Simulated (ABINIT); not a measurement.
# BN (P6_3/mmc) in ABINIT: settings compared

The runs below take BN through single point, with PBEsol, LDA.

Everything below comes from runs of ABINIT 10.8.3 (patched build). Logs are shortened: lines on timing, memory, paths and dates and some standing lists are left out, and cuts for length are marked. The log counts tension as positive stress, the text compression.

## (1) The crystal as given

Symmetry: P6_3/mmc, No. 194, hexagonal system. The conventional cell has a = 2.498 Å, b = 2.498 Å, c = 6.636 Å, α = 90.00°, β = 90.00°, γ = 120.00°. Around N (site symmetry -6m2) lie 3 B at 1.44 Å. B (site symmetry -6m2) has 3 N at 1.44 Å as nearest neighbours.

## (2) Single point, PBEsol

File run.abi:

```
# Pseudopotentials
pp_dirpath "./"
pseudos "N.GGA_PBE-JTH.xml, B.GGA_PBE-JTH.xml"

# Structure
acell 2.49824 2.49824 6.6357 Angstrom
rprim
     1.0000000000     0.0000000000     0.0000000000
    -0.5000000000     0.8660254038     0.0000000000
     0.0000000000     0.0000000000     1.0000000000
ntypat 2
znucl 7 5
natom 4
typat 1 1 2 2
xcart
     2.3604946970     1.3628322485     3.1349139113
    -0.0000000002     2.7256644974     9.4047417339
     2.3604946970     1.3628322485     9.4047417339
    -0.0000000002     2.7256644974     3.1349139113

# Plane-wave basis
ecut 26.0
pawecutdg 48.0
pawovlp 30

# k points
kptopt 1
ngkpt 10 10 3
nshiftk 1
shiftk 0.0 0.0 0.0

# Exchange and correlation
ixc -116133

# Bands and occupations
nband 12
occopt 3
tsmear 0.00183747

# SCF cycle
nstep 100
tolvrs 1.0e-9

# Output
iomode 3
prtwf 0
prteig 0
prtebands 0
enunit 2
prtden 1
prtvha 1
prtvclmb 1
prtpot 1
```

Potentials or basis: JTH PAW PBE v2.0.

Launch:

```console
> abinit run.abi > log 2>&1
```

run.abo:

```text
.Version 10.8.3 of ABINIT
 Symmetries : space group P6_3/m m c (#194); Bravais hP (primitive hexag.)
================================================================================
 Values of the parameters that define the memory need of the present run
     intxc =       0    ionmov =       0      iscf =      17    lmnmax =       8
     lnmax =       4     mgfft =      60  mpssoang =       2    mqgrid =    3911
     natom =       4  nloc_mem =       2    nspden =       1   nspinor =       1
    nsppol =       1      nsym =      24    n1xccc =       1    ntypat =       2
    occopt =       3   xclevel =       2
       mpw =        1555          nfft =       34560          nkpt =          28
 PAW method is used; the additional fine FFT grid is defined by:
   mgfftf=        80    nfftf =     72000
================================================================================
================================================================================

--------------------------------------------------------------------------------
------------- Echo of variables that govern the present computation ------------
--------------------------------------------------------------------------------
 -outvars: echo values of preprocessed input variables --------
            acell      4.7209893968E+00  4.7209893968E+00  1.2539655654E+01 Bohr
              amu      1.40067400E+01  1.08110000E+01
             ecut      2.60000000E+01 Hartree
           enunit           2
              ixc     -116133
         kptrlatt       10    0    0      0   10    0      0    0    3
          kptrlen      3.76189670E+01
            natom           4
            nband          12
            ngfft          24      24      60
          ngfftdg          30      30      80
             nkpt          28
            nstep         100
             nsym          24
           ntypat           2
           occopt           3
        pawecutdg      4.80000000E+01 Hartree
          pawovlp      3.0000000000E+01
         pawxcdev           0
        prtebands           0
           prteig           0
           prtpot           1
         prtvclmb           1
           prtvha           1
            prtwf           0
            rprim      1.0000000000E+00  0.0000000000E+00  0.0000000000E+00
                      -5.0000000000E-01  8.6602540380E-01  0.0000000000E+00
                       0.0000000000E+00  0.0000000000E+00  1.0000000000E+00
          spgroup         194
           tolvrs      1.00000000E-09
           tsmear      1.83747000E-03 Hartree
            typat      1  1  2  2
           useylm           1
           xangst      1.2491199996E+00  7.2117976753E-01  1.6589249978E+00
                      -4.2173583357E-10  1.4423595358E+00  4.9767749978E+00
                       1.2491199996E+00  7.2117976753E-01  4.9767749978E+00
                      -4.2173583357E-10  1.4423595358E+00  1.6589249978E+00
            xcart      2.3604946976E+00  1.3628322482E+00  3.1349139092E+00
                      -7.9696522293E-10  2.7256644977E+00  9.4047417360E+00
                       2.3604946976E+00  1.3628322482E+00  9.4047417360E+00
                      -7.9696522293E-10  2.7256644977E+00  3.1349139092E+00
             xred      6.6666666633E-01  3.3333333299E-01  2.4999999966E-01
                       3.3333333299E-01  6.6666666633E-01  7.4999999966E-01
                       6.6666666633E-01  3.3333333299E-01  7.4999999966E-01
                       3.3333333299E-01  6.6666666633E-01  2.4999999966E-01
            znucl        7.00000    5.00000

================================================================================

 chkinp: Checking input parameters for consistency.

================================================================================
== DATASET  1 ==================================================================

--- !DatasetInfo
iteration_state: {dtset: 1, }
dimensions: {natom: 4, nkpt: 28, mband: 12, nsppol: 1, nspinor: 1, nspden: 1, mpw: 1555, }
cutoff_energies: {ecut:  26.0, pawecutdg:  48.0, }
electrons: {nelect:   1.60000000E+01, charge:   0.00000000E+00, occopt:   3.00000000E+00, tsmear:   1.83747000E-03, }
meta: {optdriver: 0, ionmov: 0, optcell: 0, iscf: 17, paral_kgb: 0, }
...

 Real(R)+Recip(G) space primitive vectors, cartesian coordinates (Bohr,Bohr^-1):
 R(1)=  4.7209894  0.0000000  0.0000000  G(1)=  0.2118200  0.1222943  0.0000000
 R(2)= -2.3604947  4.0884967  0.0000000  G(2)=  0.0000000  0.2445887  0.0000000
 R(3)=  0.0000000  0.0000000 12.5396557  G(3)=  0.0000000  0.0000000  0.0797470
 Unit cell volume ucvol=  2.4203730E+02 bohr^3
 Angles (23,13,12)=  9.00000000E+01  9.00000000E+01  1.20000000E+02 degrees

 Coarse grid specifications (used for wave-functions):

 getcut: wavevector=  0.0000  0.0000  0.0000  ngfft=  24  24  60
         ecut(hartree)=     26.000   => boxcut(ratio)=   2.08456
[... 82 lines left out ...]
force_length_stats: {min:   2.63436211E-28, max:   2.15631831E-27, mean:   1.21623480E-27, }
...

 Integrated electronic density in atomic spheres:
 ------------------------------------------------
 Atom  Sphere_radius  Integrated_density
    1        1.20497          2.72118725
    2        1.20497          2.72118725
    3        1.70617          2.24383720
    4        1.70617          2.24383720

================================================================================

 ----iterations are completed or convergence reached----

 Mean square residual over all n,k,spin=   10.067E-07; max=  14.396E-05
 reduced coordinates (array xred) for    4 atoms
       0.666666666327      0.333333332992      0.249999999662
       0.333333332994      0.666666666326      0.749999999662
       0.666666666327      0.333333332992      0.749999999662
       0.333333332994      0.666666666326      0.249999999662
 rms dE/dt=  3.2610E-27; max dE/dt=  7.5394E-27; dE/dt below (all hartree)
    1      -0.000000000000     -0.000000000000      0.000000000000
    2       0.000000000000      0.000000000000      0.000000000000
    3      -0.000000000000      0.000000000000      0.000000000000
    4       0.000000000000     -0.000000000000     -0.000000000000

 cartesian coordinates (angstrom) at end:
    1      1.24911999957826     0.72117976752524     1.65892499775463
    2     -0.00000000042174     1.44235953578834     4.97677499775463
    3      1.24911999957826     0.72117976752524     4.97677499775463
    4     -0.00000000042174     1.44235953578834     1.65892499775463

 cartesian forces (hartree/bohr) at end:
    1      0.00000000000000     0.00000000000000    -0.00000000000000
    2     -0.00000000000000    -0.00000000000000    -0.00000000000000
    3      0.00000000000000    -0.00000000000000    -0.00000000000000
    4     -0.00000000000000    -0.00000000000000     0.00000000000000
 frms,max,avg= 8.6037906E-28 2.1074897E-27   0.000E+00  0.000E+00  0.000E+00 h/b

 cartesian forces (eV/Angstrom) at end:
    1      0.00000000000000     0.00000000000000    -0.00000000000000
    2     -0.00000000000000    -0.00000000000000    -0.00000000000000
    3      0.00000000000000    -0.00000000000000    -0.00000000000000
    4     -0.00000000000000    -0.00000000000000     0.00000000000000
 frms,max,avg= 4.4242470E-26 1.0837148E-25   0.000E+00  0.000E+00  0.000E+00 e/A
 length scales=  4.720989396788  4.720989396788 12.539655653686 bohr
              =  2.498240000000  2.498240000000  6.635700000000 angstroms
 Fermi (or HOMO) energy (hartree) =   0.17300   Average Vxc (hartree)=  -0.37898
 Eigenvalues (hartree) for nkpt=  28  k points:
 kpt#   1, nband= 12, wtk=  0.00333, kpt=  0.0000  0.0000  0.0000 (reduced coord)
  -0.54198   -0.53080   -0.12031   -0.04022    0.06509    0.06509    0.06647    0.06647
   0.29875    0.48774    0.53734    0.53801
      occupation numbers for kpt#   1
   2.00000    2.00000    2.00000    2.00000    2.00000    2.00000    2.00000    2.00000
   0.00000    0.00000    0.00000    0.00000
 prteigrs : prtvol=0 or 1, do not print more k-points.

 Fermi (or HOMO) energy (eV) =   4.70744   Average Vxc (eV)= -10.31266
 Eigenvalues (   eV  ) for nkpt=  28  k points:
 kpt#   1, nband= 12, wtk=  0.00333, kpt=  0.0000  0.0000  0.0000 (reduced coord)
 -14.74790  -14.44376   -3.27377   -1.09442    1.77110    1.77110    1.80867    1.80867
   8.12950   13.27220   14.62172   14.64011
 prteigrs : prtvol=0 or 1, do not print more k-points.

--- !EnergyTerms
iteration_state     : {dtset: 1, }
comment             : Components of total free energy in Hartree
kinetic             :  1.57279588584259E+01
hartree             :  8.17628020482677E+00
xc                  : -7.66913555822558E+00
Ewald energy        : -1.83721330618461E+01
psp_core            :  9.63613656566550E-01
local_psp           : -2.75304084798778E+01
PAW spherical_terms :  2.82117977446734E+00
internal            : -2.58826446056629E+01
'-kT*entropy'       :  1.25327346604707E-15
total_energy        : -2.58826446056629E+01
total_energy_eV     : -7.04302639432150E+02
...

--- !EnergyTermsDC
iteration_state     : {dtset: 1, }
comment             : '"Double-counting" decomposition of free energy'
band_energy         : -2.39096458417709E+00
Ewald energy        : -1.83721330618461E+01
psp_core            :  9.63613656566550E-01
xc_dc               : -6.58478688676025E+00
PAW spherical_terms :  5.01616213451370E-01
internal            : -2.58826546627655E+01
'-kT*entropy'       :  1.25327346604707E-15
total_energy_dc     : -2.58826546627655E+01
total_energy_dc_eV  : -7.04302913099853E+02
...

--- !EnergyTermsWithPAWCore
iteration_state     : {dtset: 1, }
comment             : 'Components of total free energy, including PAW core contributions'
Total energy        : -1.58768752241655E+02
Total energy DC     : -1.58768762298757E+02
Total energy (eV)   : -4.32031784104013E+03
Total energy DC (eV): -4.32031811470783E+03
...

 Cartesian components of stress tensor (hartree/bohr^3)
  sigma(1 1)= -1.14022194E-04  sigma(3 2)=  0.00000000E+00
  sigma(2 2)= -1.14022194E-04  sigma(3 1)=  0.00000000E+00
  sigma(3 3)= -3.42683168E-05  sigma(2 1)=  0.00000000E+00

-Cartesian components of stress tensor (GPa)         [Pressure=  2.5725E+00 GPa]
- sigma(1 1)= -3.35464876E+00  sigma(3 2)=  0.00000000E+00
- sigma(2 2)= -3.35464876E+00  sigma(3 1)=  0.00000000E+00
- sigma(3 3)= -1.00820869E+00  sigma(2 1)=  0.00000000E+00

== END DATASET(S) ==============================================================
================================================================================

 -outvars: echo values of variables after computation  --------
            acell      4.7209893968E+00  4.7209893968E+00  1.2539655654E+01 Bohr
           etotal     -2.5882654663E+01
            fcart      4.5628490079E-28  2.1074896823E-27 -2.0969765226E-32
                      -2.2814245039E-28 -1.9757715772E-27 -2.0969765226E-32
                       2.2814245039E-28 -1.3171810515E-28 -2.0969765226E-32
                      -4.5628490079E-28 -6.1899784663E-44  6.2909295678E-32
            rprim      1.0000000000E+00  0.0000000000E+00  0.0000000000E+00
                      -5.0000000000E-01  8.6602540380E-01  0.0000000000E+00
                       0.0000000000E+00  0.0000000000E+00  1.0000000000E+00
           strten     -1.1402219375E-04 -1.1402219389E-04 -3.4268316825E-05
                       0.0000000000E+00  0.0000000000E+00  0.0000000000E+00
           xangst      1.2491199996E+00  7.2117976753E-01  1.6589249978E+00
                      -4.2173583357E-10  1.4423595358E+00  4.9767749978E+00
                       1.2491199996E+00  7.2117976753E-01  4.9767749978E+00
                      -4.2173583357E-10  1.4423595358E+00  1.6589249978E+00
             xred      6.6666666633E-01  3.3333333299E-01  2.4999999966E-01
                       3.3333333299E-01  6.6666666633E-01  7.4999999966E-01
                       6.6666666633E-01  3.3333333299E-01  7.4999999966E-01
                       3.3333333299E-01  6.6666666633E-01  2.4999999966E-01
 Calculation completed.
```

It took 25 s on 1 thread of Arm Neoverse V1, shared host; peak memory 0.12 GiB.

Results:

* Free energy: -704.3029 eV
* Pressure: 2.6 GPa
* Band gap on the k mesh: 4.13 eV, indirect (least direct gap 4.60 eV)

Caveat: the PAW data sets were made with another functional, which shifts forces and pressure a little; an odd mesh through Γ misses points on the zone boundary, where band edges often lie; this functional lacks dispersion, which binds the layers, so the pressure and a relaxed spacing across them are unreliable; the atomic spheres overlap.

## (3) Single point, LDA

File run.abi:

```
# Pseudopotentials
pp_dirpath "./"
pseudos "N.LDA_PW-JTH.xml, B.LDA_PW-JTH.xml"

# Structure
acell 4.7209893936 4.7209893937 12.5396556452
rprim
     1.0000000000     0.0000000000     0.0000000000
    -0.5000000000     0.8660254038     0.0000000000
     0.0000000000     0.0000000000     1.0000000000
ntypat 2
znucl 7 5
natom 4
typat 1 1 2 2
xred
     0.6666666667     0.3333333333     0.2500000000
     0.3333333333     0.6666666667     0.7500000000
     0.6666666667     0.3333333333     0.7500000000
     0.3333333333     0.6666666667     0.2500000000

# Plane-wave basis
ecut 680.284656 eV
pawecutdg 47.0
pawovlp 30

# k points
kptopt 1
ngkpt 7 7 2
nshiftk 1
shiftk 0.0 0.0 0.0

# Exchange and correlation
ixc 7

# Bands and occupations
nband 12
occopt 3
tsmear 0.05 eV

# SCF cycle
nstep 100
tolvrs 1.0e-9

# Output
iomode 3
prtwf 0
prtden 0
prteig 0
prtebands 0
enunit 1
```

Potentials or basis: JTH PAW LDA v2.0.

Launch:

```console
> abinit run.abi > log 2>&1
```

It took 9.9 s on 1 thread of Arm Neoverse V1, shared host; peak memory 0.11 GiB.

It converged, with:

```
Free energy            : -708.1086 eV
Band gap on the k mesh : 4.30 eV, indirect (least direct gap 4.52 eV)
```

Levels at points of the mesh, in eV from the valence-band top:
| k point | band 6 | band 7 | band 8 | band 9 | band 10 | band 11 |
| --- | --- | --- | --- | --- | --- | --- |
| (0.00, 0.00, 0.00) | -1.31 | -1.27 | -1.27 | 4.97 | 10.07 | 11.51 |
| (0.00, 0.00, 0.50) | -1.29 | -1.29 | -1.29 | 7.39 | 7.39 | 11.57 |

Caveat: the k mesh is coarse (spacing up to 0.47 Å⁻¹), so the values aren't converged; the cutoff is too short for stress, so the log's stress isn't used; an odd mesh through Γ misses points on the zone boundary, where band edges often lie; the atomic spheres overlap.
